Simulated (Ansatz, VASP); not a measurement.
## PtS2: VASP beside Ansatz

Contents of INCAR:

```
  PREC = Accurate
  ENCUT = 520
  EDIFF = 1E-7
  ISMEAR = -1
  SIGMA = 0.05
  LREAL = F
  LASPH = T
  NELM = 60
  ALGO = Normal
  ISIF = 2
  LWAVE = F
  LCHARG = F
  GGA = PE
  NBANDS = 18
```

KPOINTS

```
regular mesh
0
Gamma
  9 9 5
```

Contents of POSCAR:

```
PtS2
1.0
    3.4708695004      0.0000000000      0.0000000000
   -1.7354347502      3.0058611606      0.0000000000
    0.0000000000      0.0000000000      4.9359384846
Pt S
1 2
Direct
    0.0000000000      0.0000000000      0.0000000000
    0.6666666667      0.3333333333      0.7730000000
    0.3333333333      0.6666666667      0.2270000000
```

input.yaml

```yaml
crystal:
  lattice:
    - [3.4708695004, 0.0, 0.0]
    - [-1.7354347502, 3.0058611606, 0.0]
    - [0.0, 0.0, 4.9359384846]
  atoms:
    - { symbol: Pt, position: [0.0, 0.0, 0.0] }
    - { symbol: S, position: [0.6666666667, 0.3333333333, 0.773] }
    - { symbol: S, position: [0.3333333333, 0.6666666667, 0.227] }
hamiltonian:
  xc: pbe
  pseudopotentials: { kind: paw }
kpoints:
  mp_grid: { grid: [9, 9, 5] }
scf:
  occupations: { method: fermi_dirac, width: 0.05 }
output:
  forces: true
  stress: true
  eigenvalues: true
  write_density: true
  write_potential: true
  elf: true
  volumetric_format: npy
```

Change from the starting cell: volume scaled by 0.94.

Alike in both runs: task single point; functional PBE; k mesh 9 × 9 × 5; occupations fermi-dirac, width 0.05 eV; no spin polarisation.

```csv
,VASP,Ansatz
version,VASP 6.6.1,Ansatz 0.2.0
potentials or method,"VASP PAW PBE potentials, release 64 (Pt, S)",Ansatz PAW
plane-wave cutoff (eV),520,420
valence electrons in the cell,22,30
```

|  | VASP | Ansatz | Ansatz less VASP |
| --- | --- | --- | --- |
| gap on the k mesh at the Fermi level (eV) | 1.10 | 1.08 | -0.015 |
| least direct gap on the mesh (eV) | 1.14 | 1.13 | -0.013 |
| pressure (GPa) | 23.5 | 24.1 | +0.61 |
| largest component of the traceless stress (GPa) | 4.75 | 4.97 | +0.221 |
| rms of the force components (eV/Å) | 1.068 | 1.092 | +0.0243 |

Atom by atom the forces differ by 0.024 eV/Å (rms over components). The two sets of potentials don't hold the same shells in valence.

Caveats: spin-orbit coupling is left out, which moves the levels of the heavy elements; forces of over 1 eV/Å show positions far from the minimum, so gaps and moduli don't describe the material at rest; an odd mesh through Γ misses points on the zone boundary, where band edges often lie (VASP); odd divisions of the mesh miss points on the zone boundary, where band edges often lie, so the gap on the mesh can be too wide (Ansatz).
